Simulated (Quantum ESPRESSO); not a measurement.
# Pb (Fm-3m) in Quantum ESPRESSO: notebook

The runs below take Pb through phonons and electron-phonon coupling, phonon dispersion, with PBEsol, LDA, PBE.

Everything below comes from runs of Quantum ESPRESSO 7.5. Logs are shortened: lines on timing, memory, paths and dates and some standing lists are left out, and cuts for length are marked.

### 1 Starting point

It takes space group Fm-3m (No. 225, cubic). Conventional cell: a = 4.950 Å, b = 4.950 Å, c = 4.950 Å, α = 90.00°, β = 90.00°, γ = 90.00°. Pb (site symmetry m-3m) is surrounded by 12 Pb at 3.50 Å.

### 2 Phonons and electron-phonon coupling, PBEsol

Contents of pw.in:

```
&CONTROL
  calculation = 'scf'
  prefix = 'pwscf'
  outdir = './tmp'
  pseudo_dir = './pseudo'
  tprnfor = .true.
  tstress = .true.
  disk_io = 'low'
/
&SYSTEM
  ibrav = 0
  nat = 1
  ntyp = 1
  ecutwfc = 56
  nbnd = 13
  occupations = 'smearing'
  smearing = 'mp'
  degauss = 0.01999163
/
&ELECTRONS
  conv_thr = 2d-10
  electron_maxstep = 120
  mixing_beta = 0.5
/
ATOMIC_SPECIES
Pb   207.2000 Pb.upf
CELL_PARAMETERS angstrom
   0.0000000000    2.4750200000    2.4750200000
   2.4750200000    0.0000000000    2.4750200000
   2.4750200000    2.4750200000    0.0000000000
ATOMIC_POSITIONS crystal
Pb     0.0000000000    0.0000000000    0.0000000000
K_POINTS automatic
8 8 8 0 0 0
```

Contents of relax.in:

```
&CONTROL
  calculation = 'vc-relax'
  prefix = 'pwscf'
  outdir = './tmp'
  pseudo_dir = './pseudo'
  tprnfor = .true.
  tstress = .true.
  disk_io = 'low'
  nstep = 40
  forc_conv_thr = 0.0001
  etot_conv_thr = 1d-06
/
&SYSTEM
  ibrav = 0
  nat = 1
  ntyp = 1
  ecutwfc = 56
  nbnd = 13
  occupations = 'smearing'
  smearing = 'mp'
  degauss = 0.01999163
/
&ELECTRONS
  conv_thr = 2d-10
  electron_maxstep = 120
  mixing_beta = 0.5
/
&IONS
  ion_dynamics = 'bfgs'
/
&CELL
  cell_dynamics = 'bfgs'
  press = 0
  press_conv_thr = 0.2
/
ATOMIC_SPECIES
Pb   207.2000 Pb.upf
CELL_PARAMETERS angstrom
   0.0000000000    2.4750200000    2.4750200000
   2.4750200000    0.0000000000    2.4750200000
   2.4750200000    2.4750200000    0.0000000000
ATOMIC_POSITIONS crystal
Pb     0.0000000000    0.0000000000    0.0000000000
K_POINTS automatic
8 8 8 0 0 0
```

Contents of scf2.in:

```
&CONTROL
  calculation = 'scf'
  prefix = 'pwscf'
  outdir = './tmp'
  pseudo_dir = './pseudo'
  tprnfor = .true.
  tstress = .true.
  disk_io = 'low'
/
&SYSTEM
  ibrav = 0
  nat = 1
  ntyp = 1
  ecutwfc = 56
  nbnd = 13
  occupations = 'smearing'
  smearing = 'mp'
  degauss = 0.01999163
/
&ELECTRONS
  conv_thr = 1d-13
  electron_maxstep = 120
  mixing_beta = 0.5
  startingpot = 'file'
  startingwfc = 'file'
/
ATOMIC_SPECIES
Pb   207.2000 Pb.upf
CELL_PARAMETERS angstrom
   0.0000000000    2.4691176289    2.4691176289
   2.4691176289    0.0000000000    2.4691176289
   2.4691176289    2.4691176289    0.0000000000
ATOMIC_POSITIONS crystal
Pb     0.0000000000    0.0000000000    0.0000000000
K_POINTS automatic
8 8 8 0 0 0
```

Contents of dense.in:

```
&CONTROL
  calculation = 'scf'
  prefix = 'pwscf'
  outdir = './tmp'
  pseudo_dir = './pseudo'
  tprnfor = .true.
  tstress = .true.
  disk_io = 'low'
/
&SYSTEM
  ibrav = 0
  nat = 1
  ntyp = 1
  ecutwfc = 56
  nbnd = 13
  occupations = 'smearing'
  smearing = 'mp'
  degauss = 0.01999163
  la2F = .true.
/
&ELECTRONS
  conv_thr = 1d-12
  electron_maxstep = 120
  mixing_beta = 0.5
  startingpot = 'file'
/
ATOMIC_SPECIES
Pb   207.2000 Pb.upf
CELL_PARAMETERS angstrom
   0.0000000000    2.4691176289    2.4691176289
   2.4691176289    0.0000000000    2.4691176289
   2.4691176289    2.4691176289    0.0000000000
ATOMIC_POSITIONS crystal
Pb     0.0000000000    0.0000000000    0.0000000000
K_POINTS automatic
24 24 24 0 0 0
```

Contents of scf3.in:

```
&CONTROL
  calculation = 'scf'
  prefix = 'pwscf'
  outdir = './tmp'
  pseudo_dir = './pseudo'
  tprnfor = .true.
  tstress = .true.
  disk_io = 'low'
/
&SYSTEM
  ibrav = 0
  nat = 1
  ntyp = 1
  ecutwfc = 56
  nbnd = 13
  occupations = 'smearing'
  smearing = 'mp'
  degauss = 0.01999163
/
&ELECTRONS
  conv_thr = 1d-12
  electron_maxstep = 120
  mixing_beta = 0.5
  startingpot = 'file'
/
ATOMIC_SPECIES
Pb   207.2000 Pb.upf
CELL_PARAMETERS angstrom
   0.0000000000    2.4691176289    2.4691176289
   2.4691176289    0.0000000000    2.4691176289
   2.4691176289    2.4691176289    0.0000000000
ATOMIC_POSITIONS crystal
Pb     0.0000000000    0.0000000000    0.0000000000
K_POINTS automatic
8 8 8 0 0 0
```

Contents of ph.in:

```
phonon_bands of Pb
&INPUTPH
  prefix = 'pwscf'
  outdir = './tmp'
  tr2_ph = 1d-18
  fildyn = 'dyn'
  niter_ph = 90
  alpha_mix(1) = 0.4
  ldisp = .true.
  nq1 = 4
  nq2 = 4
  nq3 = 4
  electron_phonon = 'interpolated'
  el_ph_sigma = 0.005
  el_ph_nsigma = 10
  fildvscf = 'dvscf'
/
```

Contents of q2r.in:

```
&INPUT
  fildyn = 'dyn'
  zasr = 'crystal'
  flfrc = 'fc'
  la2F = .true.
/
```

Contents of matdyn.in:

```
&INPUT
  asr = 'crystal'
  flfrc = 'fc'
  flfrq = 'freq'
  q_in_cryst_coord = .true.
  flvec = ' '
/
80
 0.0000000000  0.0000000000  0.0000000000
 0.0454545455  0.0000000000  0.0454545455
 0.0909090909  0.0000000000  0.0909090909
 0.1363636364  0.0000000000  0.1363636364
 0.1818181818  0.0000000000  0.1818181818
 0.2272727273  0.0000000000  0.2272727273
 0.2727272727  0.0000000000  0.2727272727
 0.3181818182  0.0000000000  0.3181818182
 0.3636363636  0.0000000000  0.3636363636
 0.4090909091  0.0000000000  0.4090909091
 0.4545454545  0.0000000000  0.4545454545
 0.5000000000  0.0000000000  0.5000000000
 0.5000000000  0.0500000000  0.5500000000
 0.5000000000  0.1000000000  0.6000000000
 0.5000000000  0.1500000000  0.6500000000
 0.5000000000  0.2000000000  0.7000000000
 0.5000000000  0.2500000000  0.7500000000
 0.4687500000  0.2812500000  0.7500000000
 0.4375000000  0.3125000000  0.7500000000
 0.4062500000  0.3437500000  0.7500000000
 0.3750000000  0.3750000000  0.7500000000
 0.3461538462  0.3461538462  0.6923076923
 0.3173076923  0.3173076923  0.6346153846
 0.2884615385  0.2884615385  0.5769230769
 0.2596153846  0.2596153846  0.5192307692
 0.2307692308  0.2307692308  0.4615384615
 0.2019230769  0.2019230769  0.4038461538
 0.1730769231  0.1730769231  0.3461538462
 0.1442307692  0.1442307692  0.2884615385
 0.1153846154  0.1153846154  0.2307692308
 0.0865384615  0.0865384615  0.1730769231
 0.0576923077  0.0576923077  0.1153846154
 0.0288461538  0.0288461538  0.0576923077
 0.0000000000  0.0000000000  0.0000000000
 0.0454545455  0.0454545455  0.0454545455
 0.0909090909  0.0909090909  0.0909090909
 0.1363636364  0.1363636364  0.1363636364
 0.1818181818  0.1818181818  0.1818181818
 0.2272727273  0.2272727273  0.2272727273
 0.2727272727  0.2727272727  0.2727272727
 0.3181818182  0.3181818182  0.3181818182
 0.3636363636  0.3636363636  0.3636363636
 0.4090909091  0.4090909091  0.4090909091
 0.4545454545  0.4545454545  0.4545454545
 0.5000000000  0.5000000000  0.5000000000
 0.5178571429  0.4642857143  0.5178571429
 0.5357142857  0.4285714286  0.5357142857
 0.5535714286  0.3928571429  0.5535714286
 0.5714285714  0.3571428571  0.5714285714
 0.5892857143  0.3214285714  0.5892857143
 0.6071428571  0.2857142857  0.6071428571
 0.6250000000  0.2500000000  0.6250000000
 0.5937500000  0.2500000000  0.6562500000
 0.5625000000  0.2500000000  0.6875000000
 0.5312500000  0.2500000000  0.7187500000
 0.5000000000  0.2500000000  0.7500000000
 0.5000000000  0.2750000000  0.7250000000
 0.5000000000  0.3000000000  0.7000000000
 0.5000000000  0.3250000000  0.6750000000
 0.5000000000  0.3500000000  0.6500000000
 0.5000000000  0.3750000000  0.6250000000
 0.5000000000  0.4000000000  0.6000000000
 0.5000000000  0.4250000000  0.5750000000
 0.5000000000  0.4500000000  0.5500000000
 0.5000000000  0.4750000000  0.5250000000
 0.5000000000  0.5000000000  0.5000000000
 0.4861111111  0.4861111111  0.5277777778
 0.4722222222  0.4722222222  0.5555555556
 0.4583333333  0.4583333333  0.5833333333
 0.4444444444  0.4444444444  0.6111111111
 0.4305555556  0.4305555556  0.6388888889
 0.4166666667  0.4166666667  0.6666666667
 0.4027777778  0.4027777778  0.6944444444
 0.3888888889  0.3888888889  0.7222222222
 0.3750000000  0.3750000000  0.7500000000
 0.6250000000  0.2500000000  0.6250000000
 0.5937500000  0.1875000000  0.5937500000
 0.5625000000  0.1250000000  0.5625000000
 0.5312500000  0.0625000000  0.5312500000
 0.5000000000  0.0000000000  0.5000000000
```

Contents of matdyn_dos.in:

```
&INPUT
  asr = 'crystal'
  flfrc = 'fc'
  dos = .true.
  fldos = 'phdos'
  nk1 = 12
  nk2 = 12
  nk3 = 12
  deltaE = 0.5
  flvec = ' '
  flfrq = ' '
/
```

Contents of matdyn_a2f.in:

```
&INPUT
  asr = 'crystal'
  flfrc = 'fc'
  la2F = .true.
  dos = .true.
  fldos = 'dos2'
  nk1 = 10
  nk2 = 10
  nk3 = 10
  ndos = 60
  el_ph_nsigma = 10
  flfrq = 'dosfreq2'
  flvec = ' '
/
```

Contents of matdyn_mesh.in:

```
&INPUT
  asr = 'crystal'
  flfrc = 'fc'
  flfrq = 'mesh'
  q_in_cryst_coord = .true.
  flvec = ' '
/
1000
 0.05000000  0.05000000  0.05000000
 0.05000000  0.05000000  0.15000000
 0.05000000  0.05000000  0.25000000
[... 997 further points of the even 10 x 10 x 10 mesh, shifted by half a step ...]
```

Potentials or basis: PseudoDojo 0.4.1 SR PBEsol standard.

The run is started by

```
$ OMP_NUM_THREADS=1 mpirun -n 4 pw.x -nk 4 -in pw.in > pw.out
$ OMP_NUM_THREADS=1 mpirun -n 4 pw.x -nk 4 -in relax.in > relax.out
$ OMP_NUM_THREADS=1 mpirun -n 4 pw.x -nk 4 -in scf2.in > scf2.out
$ OMP_NUM_THREADS=1 mpirun -n 4 pw.x -nk 4 -in dense.in > dense.out
$ OMP_NUM_THREADS=1 mpirun -n 4 pw.x -nk 4 -in scf3.in > scf3.out
$ OMP_NUM_THREADS=1 mpirun -n 4 ph.x -nk 4 -in ph.in > ph.out
$ OMP_NUM_THREADS=1 mpirun -n 1 q2r.x -in q2r.in > q2r.out
$ OMP_NUM_THREADS=1 mpirun -n 1 matdyn.x -in matdyn.in > matdyn.out
$ OMP_NUM_THREADS=1 mpirun -n 1 matdyn.x -in matdyn_dos.in > matdyn_dos.out
$ OMP_NUM_THREADS=1 mpirun -n 1 matdyn.x -in matdyn_a2f.in > matdyn_a2f.out
$ OMP_NUM_THREADS=1 mpirun -n 1 matdyn.x -in matdyn_mesh.in > matdyn_mesh.out
```

pw.out:

```text
This program is part of the open-source Quantum ESPRESSO suite
     for quantum simulation of materials; please cite
[... 6 lines left out ...]
     using ibrav=0 with symmetry is DISCOURAGED, use correct ibrav instead

     K-points division:     npool     =       4
     Subspace diagonalization in iterative solution of the eigenvalue problem:
     a serial algorithm will be used

     G-vector sticks info
     --------------------
     sticks:   dense  smooth     PW     G-vecs:    dense   smooth      PW
     Sum         673     673    211                11575    11575    1989

     Using Slab Decomposition

     bravais-lattice index     =            0
     lattice parameter (alat)  =       6.6144  a.u.
     unit-cell volume          =     204.6269 (a.u.)^3
     number of atoms/cell      =            1
     number of atomic types    =            1
     number of electrons       =        14.00
     number of Kohn-Sham states=           13
     kinetic-energy cutoff     =      56.0000  Ry
     charge density cutoff     =     224.0000  Ry
     scf convergence threshold =      2.0E-10
     mixing beta               =       0.5000
     number of iterations used =            8  plain     mixing
     Exchange-correlation= PBESOL
                           (   1   4  10   8   0   0   0)

     celldm(1)=   6.614432  celldm(2)=   0.000000  celldm(3)=   0.000000
     celldm(4)=   0.000000  celldm(5)=   0.000000  celldm(6)=   0.000000

     crystal axes: (cart. coord. in units of alat)
               a(1) = (   0.000000   0.707107   0.707107 )
               a(2) = (   0.707107   0.000000   0.707107 )
               a(3) = (   0.707107   0.707107   0.000000 )

     reciprocal axes: (cart. coord. in units 2 pi/alat)
               b(1) = ( -0.707107  0.707107  0.707107 )
               b(2) = (  0.707107 -0.707107  0.707107 )
               b(3) = (  0.707107  0.707107 -0.707107 )

     PseudoPot. # 1 for Pb read from file:
     Pb.upf
     Pseudo is Norm-conserving + core correction, Zval = 14.0
     Generated using ONCVPSP code by D. R. Hamann
     Using radial grid of 1678 points,  6 beta functions with:
                l(1) =   0
                l(2) =   0
                l(3) =   1
                l(4) =   1
                l(5) =   2
                l(6) =   2

     atomic species   valence    mass     pseudopotential
     Pb               14.00   207.20000     Pb( 1.00)

     48 Sym. Ops., with inversion, found

   Cartesian axes

     site n.     atom                  positions (alat units)
         1        Pb     tau(   1) = (   0.0000000   0.0000000   0.0000000  )

     number of k points=    29  Methfessel-Paxton smearing, width (Ry)=  0.0200
                       cart. coord. in units 2pi/alat
        k(    1) = (   0.0000000   0.0000000   0.0000000), wk =   0.0039062
        k(    2) = (   0.0883883   0.0883883  -0.0883883), wk =   0.0312500
        k(    3) = (   0.1767767   0.1767767  -0.1767767), wk =   0.0312500
        k(    4) = (   0.2651650   0.2651650  -0.2651650), wk =   0.0312500
        k(    5) = (  -0.3535534  -0.3535534   0.3535534), wk =   0.0156250
        k(    6) = (   0.1767767   0.0000000   0.0000000), wk =   0.0234375
[... 21 lines left out ...]
        k(   28) = (  -0.7071068   0.1767767  -0.0000000), wk =   0.0468750
        k(   29) = (  -0.7071068   0.3535534   0.0000000), wk =   0.0234375

     Dense  grid:    11575 G-vectors     FFT dimensions: (  32,  32,  32)

     Initial potential from superposition of free atoms

     starting charge      13.9981, renormalised to      14.0000
     Starting wfcs are    9 randomized atomic wfcs +    4 random wfcs

     Self-consistent Calculation

     iteration #  1     ecut=    56.00 Ry     beta= 0.50
     Davidson diagonalization with overlap
     ethr =  1.00E-02,  avg # of iterations =  5.3

     Threshold (ethr) on eigenvalues was too large:
     Diagonalizing with lowered threshold

     Davidson diagonalization with overlap
     ethr =  1.91E-05,  avg # of iterations =  6.7

     total energy              =    -140.53970279 Ry
     estimated scf accuracy    <       0.00269172 Ry

     iteration #  2     ecut=    56.00 Ry     beta= 0.50
     Davidson diagonalization with overlap
     ethr =  1.92E-05,  avg # of iterations =  2.0
[... 36 lines left out ...]
     total energy              =    -140.54005709 Ry
     estimated scf accuracy    <          2.7E-10 Ry

     iteration #  8     ecut=    56.00 Ry     beta= 0.50
     Davidson diagonalization with overlap
     ethr =  1.93E-12,  avg # of iterations =  1.9

     End of self-consistent calculation

          k = 0.0000 0.0000 0.0000 (  1459 PWs)   bands (ev):

    -5.7755  -5.7755  -5.7755  -5.6347  -5.6347  -0.5326  18.6576  18.6576
    18.6576  21.3086  22.5268  23.7156  23.7156

          k = 0.0884 0.0884-0.0884 (  1438 PWs)   bands (ev):

    -5.7765  -5.7555  -5.7555  -5.6342  -5.6342  -0.2316  15.8461  18.3020
    18.3020  20.7430  23.7554  24.3470  24.3471
[... 83 lines left out ...]
    -5.9057  -5.8197  -5.5394  -5.5050  -5.4798   4.0449   8.7629  12.0233
    13.6561  17.2989  19.4404  29.0774  29.4462

          k = 0.0000-0.5303 0.5303 (  1448 PWs)   bands (ev):

    -5.8614  -5.7465  -5.5698  -5.5668  -5.5071   4.4227   8.9432   9.9982
    14.2221  17.7137  22.6750  28.0034  28.3390

          k =-0.7071 0.0000 0.0000 (  1428 PWs)   bands (ev):

    -5.9401  -5.8513  -5.5106  -5.4650  -5.4650   4.5054   7.9542  13.2974
    13.2974  16.5931  17.8795  30.4460  32.1776

          k = 0.3536 0.1768 0.0000 (  1438 PWs)   bands (ev):

    -5.8130  -5.7313  -5.6695  -5.6297  -5.5486   1.4455  11.8594  13.6688
    16.2758  20.3853  20.9746  24.0580  26.7419

          k =-0.2652-0.4419 0.6187 (  1450 PWs)   bands (ev):
[... 16 lines left out ...]
    -5.8173  -5.7466  -5.6340  -5.5733  -5.4872   4.2325   8.9667  10.7694
    12.9122  19.7627  22.8604  24.6137  27.2425

          k = 0.0000-0.3536 0.5303 (  1451 PWs)   bands (ev):

    -5.7867  -5.7108  -5.6682  -5.5901  -5.5178   3.8956   9.4146  10.3285
    13.6915  20.3723  23.8698  23.9886  26.6077

          k =-0.7071 0.1768-0.0000 (  1450 PWs)   bands (ev):

    -5.8765  -5.8138  -5.5427  -5.5413  -5.4650   4.5573   8.4528  11.8654
    12.1863  18.8201  19.8627  27.8062  28.2653

          k =-0.7071 0.3536 0.0000 (  1448 PWs)   bands (ev):

    -5.7635  -5.7152  -5.7152  -5.5877  -5.4650   4.6125   9.8551   9.8551
    11.4899  22.0947  23.5618  23.5618  24.2147

     the Fermi energy is    11.1855 ev

!    total energy              =    -140.54005709 Ry
     estimated scf accuracy    <          7.0E-12 Ry
     smearing contrib. (-TS)   =       0.00009281 Ry
     internal energy E=F+TS    =    -140.54014989 Ry

     The total energy is F=E-TS. E is the sum of the following terms:
     one-electron contribution =     -29.99488569 Ry
     hartree contribution      =      25.14765562 Ry
     xc contribution           =     -39.62579969 Ry
     ewald contribution        =     -96.06712013 Ry

     convergence has been achieved in   8 iterations

     Forces acting on atoms (cartesian axes, Ry/au):

     atom    1 type  1   force =     0.00000000    0.00000000    0.00000000

     Total force =     0.000000     Total SCF correction =     0.000000

     Computing stress (Cartesian axis) and pressure

          total   stress  (Ry/bohr**3)                   (kbar)     P=       -3.44
  -0.00002339  -0.00000000  -0.00000000           -3.44       -0.00       -0.00
  -0.00000000  -0.00002339  -0.00000000           -0.00       -3.44       -0.00
  -0.00000000  -0.00000000  -0.00002339           -0.00       -0.00       -3.44

=------------------------------------------------------------------------------=
   JOB DONE.
=------------------------------------------------------------------------------=
```

Run time: 5 min. Hardware: 4 MPI ranks of Intel Xeon 6975P-C (Granite Rapids), shared host; peak memory 0.32 GiB.

What came out:

```
Free energy                            : -1912.1451 eV
Relaxed volume                         : 30.11 Å³/atom
Relaxed cell                           : a = 3.492 Å, b = 3.492 Å, c = 3.492 Å, α = 60.00°, β = 60.00°, γ = 60.00°
Space group after relaxing (to 0.05 Å) : Fm-3m (No. 225)
Pressure after relaxing                : 0.0 GPa
Band gap on the k mesh                 : none (metal or under the smearing width)
Highest phonon frequency               : 78 cm⁻¹
Zero-point energy                      : 0.010 eV/atom
```

Step by step:
| step | energy change (eV) | largest force (eV/Å) | pressure (GPa) | volume (Å³) |
| --- | --- | --- | --- | --- |
| 1 | 0.0000 | 0.0000 | -0.34 | 30.32 |
| 2 | -0.0001 | 0.0000 | -0.26 | 30.27 |
| 3 | -0.0002 | 0.0000 | -0.13 | 30.19 |
| 4 | -0.0002 | 0.0000 | 0.00 | 30.11 |
| 5 | -0.0002 | 0.0000 | 0.00 | 30.11 |

Final structure:
```
Pb
1.0
     0.00000    2.46912    2.46912
     2.46912    0.00000    2.46912
     2.46912    2.46912    0.00000
Pb
1
Cartesian
  0.0000 0.0000 0.0000
```

Levels at points of the mesh, in eV from the Fermi level:
| k point | band 4 | band 5 | band 6 | band 7 | band 8 | band 9 | band 10 | band 11 |
| --- | --- | --- | --- | --- | --- | --- | --- | --- |
| (0.00, 0.00, 0.00) | -16.83 | -16.83 | -11.77 | 7.52 | 7.52 | 7.52 | 10.12 | 11.43 |
| (0.00, 0.00, -0.50) | -16.69 | -16.69 | -8.10 | -4.21 | 5.68 | 5.68 | 9.52 | 9.56 |
| (0.00, -0.50, -0.50) | -16.66 | -16.66 | -6.68 | -3.27 | 2.11 | 2.11 | 5.42 | 6.71 |

Phonon frequencies in cm⁻¹ (negative: imaginary):
| q point | frequencies |
| --- | --- |
| (0.000, 0.000, 0.000) | 0 0 0 |
| (0.318, 0.000, 0.318) | 43 43 73 |
| (0.500, 0.150, 0.650) | 53 55 69 |
| (0.346, 0.346, 0.692) | 44 65 69 |
| (0.144, 0.144, 0.288) | 20 26 57 |
| (0.091, 0.091, 0.091) | 2 2 23 |
| (0.409, 0.409, 0.409) | 35 35 72 |
| (0.589, 0.321, 0.589) | 43 62 72 |
| (0.500, 0.275, 0.725) | 53 59 61 |
| (0.500, 0.450, 0.550) | 37 42 74 |
| (0.431, 0.431, 0.639) | 42 57 74 |
| (0.562, 0.125, 0.562) | 51 57 74 |

Phonon frequencies at the corners of the path (cm⁻¹, interpolated; i marks imaginary ones):
```tsv
point	frequencies
Γ	0 0 0
X	55 55 76
W	55 59 59
K	46 65 68
L	35 35 73
U	46 65 68
```

Phonon states per cell in windows of 5 cm⁻¹ (negative: imaginary):
```
from (cm⁻¹)  total
          0   0.01
          5   0.02
         10   0.03
         15   0.04
         20   0.06
         25   0.09
         30   0.13
         35   0.26
         40   0.40
         45   0.40
         50   0.31
         55   0.28
         60   0.11
         65   0.14
         70   0.58
         75   0.15
```

Harmonic thermodynamics per atom at this volume (zero-point energy 9.7 meV, Debye temperature from the second moment 102 K):
| T (K) | free energy (meV) | entropy (k_B) | heat capacity Cv (k_B) |
| --- | --- | --- | --- |
| 50 | 5.7 | 2.27 | 2.47 |
| 100 | -8.5 | 4.14 | 2.85 |
| 200 | -53.9 | 6.16 | 2.96 |
| 298.15 | -111.4 | 7.35 | 2.98 |
| 500 | -253.8 | 8.90 | 2.99 |
| 800 | -503.4 | 10.31 | 3.00 |

Caveat: the mesh is thin for the phonons of a metal; λ from interpolated matrix elements is rough: modes that symmetry makes equal can differ by tens of percent. Spin-orbit coupling is left out, which matters for the levels of Pb.

(Part 1 of 3 ends here.)
